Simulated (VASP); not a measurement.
# Al2O3 (Corundum) (R-3c) in VASP: notebook

The runs below take Al2O3 (Corundum) through relaxation of cell and atoms, with LDA, PBEsol, PBE.

Everything below comes from runs of VASP 6.6.1. Logs are shortened: lines on timing, memory, paths and dates and some standing lists are left out, and cuts for length are marked.

## Step 1: Starting point

Symmetry: R-3c, No. 167, trigonal system. Conventional cell: a = 4.732 Å, b = 4.732 Å, c = 12.895 Å, α = 90.00°, β = 90.00°, γ = 120.00°. Around Al (site symmetry 3) lie 6 O at 1.85 to 1.96 Å. O (site symmetry 2) is surrounded by 4 Al at 1.85 to 1.96 Å.

## Step 2: Relaxation of cell and atoms, LDA

INCAR

```
PREC = Accurate ; ENCUT = 600
EDIFF = 1E-7 ; ISMEAR = 0
SIGMA = 0.03 ; LREAL = False
LASPH = True ; NELM = 80
ALGO = Normal ; ISIF = 3
LWAVE = False ; LCHARG = False
IBRION = 2 ; NSW = 90
EDIFFG = -0.005 ; KPAR = 2
```

KPOINTS

```
Automatic mesh
0
Gamma
  7 7 7
```

POSCAR

```
Al2O3                                   
1.0
    2.3658710734      1.3659363011      4.2984220799
   -2.3658710734      1.3659363011      4.2984220799
   -0.0000000000     -2.7318726022      4.2984220799
  Al              O             
     4     6
Direct
     0.3519642206568790    0.3519642206568790    0.3519642206568790
     0.1480357793431210    0.1480357793431210    0.1480357793431210
     0.6480357793431210    0.6480357793431210    0.6480357793431210
     0.8519642206568790    0.8519642206568790    0.8519642206568790
     0.5557613452603710    0.9442386547396290    0.2500000000000000
     0.2499999999999999    0.5557613452603710    0.9442386547396290
     0.9442386547396290    0.2500000000000001    0.5557613452603710
     0.4442386547396289    0.0557613452603711    0.7500000000000000
     0.7500000000000000    0.4442386547396289    0.0557613452603711
     0.0557613452603711    0.7500000000000000    0.4442386547396289
```

Potentials or basis: VASP PAW LDA potentials, release 64 (Al, O).

On the command line:

```
> cat potpaw_LDA.64/Al/POTCAR potpaw_LDA.64/O/POTCAR > POTCAR
> mpirun -np 2 vasp_std > vasp.out
```

OUTCAR:

```text
PREC = Accurate
   ENCUT = 600
   EDIFF = 1E-7
   ISMEAR = 0
   LREAL = False
   LASPH = True
   NELM = 80
   ISIF = 3
   IBRION = 2
   NSW = 90
   EDIFFG = -0.005

 ion  position               nearest neighbor table
   1  0.352  0.352  0.352-  10 1.85   8 1.85   9 1.85   5 1.96   7 1.96   6 1.96   2 2.63   3 2.77
                             3 2.77   3 2.77   2 3.20   2 3.20   2 3.20
   2  0.148  0.148  0.148-   9 1.85   8 1.85  10 1.85   5 1.96   7 1.96   6 1.96   1 2.63   4 2.77
                             4 2.77   4 2.77   1 3.20   1 3.20   1 3.20
   3  0.648  0.648  0.648-   7 1.85   5 1.85   6 1.85   8 1.96   9 1.96  10 1.96   4 2.63   1 2.77
                             1 2.77   1 2.77   4 3.20   4 3.20   4 3.20
   4  0.852  0.852  0.852-   6 1.85   5 1.85   7 1.85   8 1.96   9 1.96  10 1.96   3 2.63   2 2.77
                             2 2.77   2 2.77   3 3.20   3 3.20   3 3.20
   5  0.556  0.944  0.250-   3 1.85   4 1.85   1 1.96   2 1.96
   6  0.250  0.556  0.944-   4 1.85   3 1.85   1 1.96   2 1.96
   7  0.944  0.250  0.556-   3 1.85   4 1.85   1 1.96   2 1.96
   8  0.444  0.056  0.750-   1 1.85   2 1.85   3 1.96   4 1.96
   9  0.750  0.444  0.056-   2 1.85   1 1.85   3 1.96   4 1.96
  10  0.056  0.750  0.444-   1 1.85   2 1.85   3 1.96   4 1.96

  LATTYP: Found a trigonal (rhomboedric) cell.
 ALAT       =     5.0930894643
 COS(alpha) =     0.5684317025

  Lattice vectors:

 A1 = (   2.3658710734,   1.3659363011,   4.2984220799)
 A2 = (  -2.3658710734,   1.3659363011,   4.2984220799)
 A3 = (   0.0000000000,  -2.7318726022,   4.2984220799)

Analysis of symmetry for initial positions (statically):
=====================================================================
 Subroutine PRICEL returns:
 Original cell was already a primitive cell.

 Routine SETGRP: Setting up the symmetry group for a
 trigonal (rhombohedral) supercell.

 Subroutine GETGRP returns: Found 12 space group operations
 (whereof  6 operations were pure point group operations)
 out of a pool of 12 trial point group operations.

The static configuration has the point symmetry S_6 .
 The point group associated with its full space group is D_3d.

Analysis of symmetry for dynamics (positions and initial velocities):
=====================================================================
 Subroutine PRICEL returns:
 Original cell was already a primitive cell.

 Routine SETGRP: Setting up the symmetry group for a
 trigonal (rhombohedral) supercell.

 Subroutine GETGRP returns: Found 12 space group operations
 (whereof  6 operations were pure point group operations)
 out of a pool of 12 trial point group operations.

The dynamic configuration has the point symmetry S_6 .
 The point group associated with its full space group is D_3d.

 Subroutine INISYM returns: Found 12 space group operations
 (whereof  6 operations are pure point group operations),
 and found     1 'primitive' translations

----------------------------------------------------------------------------------------

                                     Primitive cell

  volume of cell :      83.3454

  direct lattice vectors                    reciprocal lattice vectors
     2.365871073  1.365936301  4.298422080     0.211338651  0.122016427  0.077547837
    -2.365871073  1.365936301  4.298422080    -0.211338651  0.122016427  0.077547837
     0.000000000 -2.731872602  4.298422080     0.000000000 -0.244032854  0.077547837

  length of vectors
     5.093089464  5.093089464  5.093089464     0.256058002  0.256058002  0.256058002

  position of ions in fractional coordinates (direct lattice)
     0.351964221  0.351964221  0.351964221
     0.148035779  0.148035779  0.148035779
     0.648035779  0.648035779  0.648035779
     0.851964221  0.851964221  0.851964221
     0.555761345  0.944238655  0.250000000
     0.250000000  0.555761345  0.944238655
     0.944238655  0.250000000  0.555761345
     0.444238655  0.055761345  0.750000000
     0.750000000  0.444238655  0.055761345
     0.055761345  0.750000000  0.444238655

  ion indices of the primitive-cell ions
   primitive index   ion index
                 1           1
                 2           2
                 3           3
                 4           4
                 5           5
                 6           6
                 7           7
                 8           8
                 9           9
                10          10

----------------------------------------------------------------------------------------

 KPOINTS: Automatic mesh

Automatic generation of k-mesh.
 Grid dimensions read from file:
 generate k-points for:    7    7    7

 Generating k-lattice:

  Cartesian coordinates                     Fractional coordinates (reciprocal lattice)
     0.030191236  0.017430918  0.011078262     0.142857143  0.000000000  0.000000000
    -0.030191236  0.017430918  0.011078262     0.000000000  0.142857143  0.000000000
     0.000000000 -0.034861836  0.011078262     0.000000000  0.000000000  0.142857143

  Length of vectors
     0.036579715  0.036579715  0.036579715

  Shift w.r.t. Gamma in fractional coordinates (k-lattice)
     0.000000000  0.000000000  0.000000000

 Subroutine IBZKPT returns following result:
 ===========================================

 Found     44 irreducible k-points:

 Following reciprocal coordinates:
            Coordinates               Weight
  0.000000  0.000000  0.000000      1.000000
  0.142857 -0.000000 -0.000000      6.000000
  0.285714 -0.000000 -0.000000      6.000000
  0.428571  0.000000  0.000000      6.000000
  0.142857  0.142857 -0.000000      6.000000
  0.285714  0.142857  0.000000     12.000000
[... 16 lines left out ...]
  0.285714  0.285714  0.142857      6.000000
  0.428571  0.285714  0.142857     12.000000
 [... further k-points ...]
   k-points           NKPTS =     44   k-points in BZ     NKDIM =     44   number of bands    NBANDS=     30
   number of dos      NEDOS =    301   number of ions     NIONS =     10
   total plane-waves  NPLWV =  74088
   dimension x,y,z NGX =    42 NGY =   42 NGZ =   42
   dimension x,y,z NGXF=    84 NGYF=   84 NGZF=   84
   ions per type =               4   6
   NGX,Y,Z   is equivalent  to a cutoff of  13.71, 13.71, 13.71 a.u.
   NGXF,Y,Z  is equivalent  to a cutoff of  27.42, 27.42, 27.42 a.u.
 SYSTEM =  unknown system
   PREC   = accura    normal or accurate (medium, high low for compatibility)
   ISTART =      0    job   : 0-new  1-cont  2-samecut
   ICHARG =      2    charge: 1-file 2-atom 10-const
   ISPIN  =      1    spin polarized calculation?
   LNONCOLLINEAR =      F non collinear calculations
   LSORBIT =      F    spin-orbit coupling
   LASPH  =      T    aspherical Exc in radial PAW
   ENCUT  =  600.0 eV  44.10 Ry    6.64 a.u.  10.17 10.17 10.17*2*pi/ulx,y,z
   NELM   =     80;   NELMIN=  2; NELMDL= -5     # of ELM steps
   EDIFF  = 0.1E-06   stopping-criterion for ELM
   LREAL  =      F    real-space projection
   EDIFFG = -.5E-02   stopping-criterion for IOM
   NSW    =     90    number of steps for IOM
   IBRION =      2    ionic relax: 0-MD 1-quasi-New 2-CG
   NFREE  =      1    steps in history (QN), initial steepest desc. (CG)
   ISIF   =      3    stress and relaxation
   ISYM   =      2    0-nonsym 1-usesym 2-fastsym
   POTIM  = 0.5000    time-step for ionic-motion
   TEBEG  =    0.0;   TEEND  =   0.0 temperature during run
   PSTRESS=    0.0 pullay stress
   NELECT =      48.0000    total number of electrons
   NUPDOWN=      -1.0000    fix difference up-down
   EMIN   =  10.00;   EMAX   =-10.00  energy-range for DOS
   EFERMI =   0.00;   METHOD = LEGACY
   ISMEAR =     0;   SIGMA  =   0.03  broadening in eV -4-tet -1-fermi 0-gaus
   EFERMI_NEDOS =   21; number of points for ismear=-14 and -15
   IALGO  =     38    algorithm
   IMIX   =      4    mixing-type and parameters
     AMIX     =   0.40;   BMIX     =  1.00
     AMIX_MAG =   1.60;   BMIX_MAG =  1.00
  volume/ion in A,a.u.               =       8.33        56.24
  Fermi-wavevector in a.u.,A,eV,Ry     =   1.362055  2.573911 25.241443  1.855194
  Thomas-Fermi vector in A             =   2.488578
   LORBIT       =      0    0 simple, 1 ext, 2 COOP (PROOUT), +10 PAW based schemes
   GGA     = CA    functional components
   LHFCALC =     F    Hartree Fock is set to
   AEXX    =    0.0000 exact exchange contribution
   IVDW    =     0    specifies the selected vdW correction
   LEPSILON=     F    determine dielectric tensor
   LRPA    =     F    only Hartree local field effects (RPA)
 conjugate gradient relaxation of ions
 non-spin polarized calculation
 Gauss-broadening in eV      SIGMA  =   0.03
  energy-cutoff  :      600.00
  volume of cell :       83.35
 maximum number of plane-waves:      2803
 NGX is ok and might be reduce to    42
   NGX = 21   NGY = 21   NGZ = 21

--------------------------------------- Ionic step        1  -------------------------------------------

 number of electron      48.0000003 magnetization

 Free energy of the ion-electron system (eV)
  ---------------------------------------------------
  ext. energy  EPLUGINS =         0.00000000
  ---------------------------------------------------
  free energy    TOTEN  =       -83.12675018 eV

  energy without entropy =      -83.12675018  energy(sigma->0) =      -83.12675018

------------------------ aborting loop because EDIFF is reached ----------------------------------------

  FORCE on cell =-STRESS in cart. coord.  units (eV):
  Direction    XX          YY          ZZ          XY          YZ          ZX
  --------------------------------------------------------------------------------------
  -------------------------------------------------------------------------------------
  Total        0.0709145      0.0709145      0.0499857      0.0000000      0.0000000      0.0000000
  in kB        1.3632126      1.3632126      0.9608923      0.0000000      0.0000000      0.0000000
  external PRESSURE =       1.2291058 kB  Pullay stress =       0.0000000 kB
[... 73 lines left out ...]
  energy  without entropy=      -83.1267568693  energy(sigma->0) =      -83.12675687

--------------------------------------- Ionic step        3  -------------------------------------------

 number of electron      48.0000003 magnetization

 Free energy of the ion-electron system (eV)
  ---------------------------------------------------
  ext. energy  EPLUGINS =         0.00000000
  ---------------------------------------------------
  free energy    TOTEN  =       -83.12676915 eV

  energy without entropy =      -83.12676915  energy(sigma->0) =      -83.12676915

 E-fermi :   6.2068     XC(G=0): -12.2592

 val. band max:        6.0423661933   @ k =   0.0000   0.0000   0.0000
 cond. band min:      12.4598969607   @ k =   0.0000   0.0000   0.0000
 fundamental gap:      6.4175307674
 Fermi energy:         6.2068135438

 k-point     1 :       0.0000    0.0000    0.0000
  band No.  band energies     occupation
      1     -13.1309      2.00000
      2     -10.6195      2.00000
      3     -10.3156      2.00000
      4     -10.3156      2.00000
      5      -9.9732      2.00000
      6      -9.9732      2.00000
[... 781 lines left out ...]
     29      17.3065      0.00000
     30      17.4066      0.00000

 [... further k-points ...]

------------------------ aborting loop because EDIFF is reached ----------------------------------------

  FORCE on cell =-STRESS in cart. coord.  units (eV):
  Direction    XX          YY          ZZ          XY          YZ          ZX
  --------------------------------------------------------------------------------------
  -------------------------------------------------------------------------------------
  Total       -0.0042895     -0.0042895     -0.0159224     -0.0000000     -0.0000000      0.0000000
  in kB       -0.0824161     -0.0824161     -0.3059240     -0.0000000     -0.0000000      0.0000000
  external PRESSURE =      -0.1569187 kB  Pullay stress =       0.0000000 kB
[... 25 lines left out ...]
  FREE ENERGIE OF THE ION-ELECTRON SYSTEM (eV)
  ---------------------------------------------------
  free  energy   TOTEN  =       -83.1267691472 eV

  energy  without entropy=      -83.1267691472  energy(sigma->0) =      -83.12676915

 reached required accuracy - stopping structural energy minimisation
```

Wall time 81 s (2 MPI ranks of Intel Xeon Platinum 8559C (Emerald Rapids), shared host); peak memory 0.25 GiB.

What came out:

```yaml
Free_energy: -83.1268 eV
Relaxed_volume: 8.34 Å³/atom
Relaxed_cell: a = 5.094 Å, b = 5.094 Å, c = 5.094 Å, α = 55.36°, β = 55.36°, γ = 55.36°
Space_group_after_relaxing_to_0.05_Å: R-3c (No. 167)
Energy_gained_by_relaxing: 0.0 meV/atom
Ionic_steps: 3
Pressure_after_relaxing: 0.0 GPa
Largest_force_after_relaxing: 0.004 eV/Å
Band_gap_on_the_k_mesh: 6.42 eV, direct
```

Forces on the atoms (eV/Å):
```
Al   0.000  0.000  0.004
Al   0.000  0.000 -0.004
Al   0.000  0.000 -0.004
Al   0.000  0.000  0.004
O   -0.001  0.000  0.000
O    0.001 -0.001  0.000
O    0.001  0.001  0.000
O    0.001  0.000  0.000
O   -0.001  0.001  0.000
O   -0.001 -0.001  0.000
```

Final structure:
```
Al O
1.0
     2.36632    1.36620    4.29900
    -2.36632    1.36620    4.29900
     0.00000   -2.73239    4.29900
Al O
4 6
Direct
  0.35198 0.35198 0.35198
  0.14802 0.14802 0.14802
  0.64802 0.64802 0.64802
  0.85198 0.85198 0.85198
  0.55576 0.94424 0.25000
  0.25000 0.55576 0.94424
  0.94424 0.25000 0.55576
  0.44424 0.05576 0.75000
  0.75000 0.44424 0.05576
  0.05576 0.75000 0.44424
```

Levels at points of the mesh, in eV from the valence-band top:
```csv
k point,band 22,band 23,band 24,band 25,band 26,band 27
"(0.00, 0.00, 0.00)",-0.04,-0.04,0.00,6.42,9.07,10.77
```

Caveat: an odd mesh through Γ misses points on the zone boundary, where band edges often lie.

(Part 1 of 2 ends here.)
